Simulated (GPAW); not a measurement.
A run of GPAW 26.7.0 is set up as follows.

The input run.py:

```python
from ase.dft.bandgap import bandgap
from ase.io import read, write
from gpaw import GPAW, PW

atoms = read('POSCAR')

calc = GPAW(mode=PW(600),
            xc={'name': 'optB88-vdW', 'backend': 'libvdwxc'},
            kpts={'size': (9, 9, 9), 'gamma': True},
            occupations={'name': 'fermi-dirac', 'width': 0.05},
            nbands=14,
            convergence={'density': 1e-05, 'energy': 1e-05},
            maxiter=150,
            legacy_gpaw=True,
            txt='gpaw.txt')
atoms.calc = calc
energy = atoms.get_potential_energy()
forces = atoms.get_forces()
calc.write('gs.gpw')
write('result.traj', atoms)
print(f'Energy: {energy:.6f} eV')
print('Forces (eV/A):')
print(forces.round(4))
print('Fermi level:', round(calc.get_fermi_level(), 4), 'eV')
print(f'Gap: {bandgap(calc)[0]:.4f} eV, direct: {bandgap(calc, direct=True)[0]:.4f} eV')
```

Contents of POSCAR:

```
Hf
1.0
    2.9138100000      0.0000000000      0.0000000000
    0.0000000000      2.9138100000      0.0000000000
    0.0000000000      0.0000000000      2.9138100000
Hf
1
Direct
    0.5000000000      0.5000000000      0.5000000000
```

Potentials or basis: GPAW PAW data sets (gpaw-data 1.2.1), pw.

The run is started by

```sh
$ OMP_NUM_THREADS=1 python run.py
```

Question: Estimate the band gap on the k mesh.

Answer: None (metal or under the smearing width).

Caveat: the PAW data sets were made with another functional, which shifts forces and pressure a little. Spin-orbit coupling is left out, which matters for the levels of Hf.
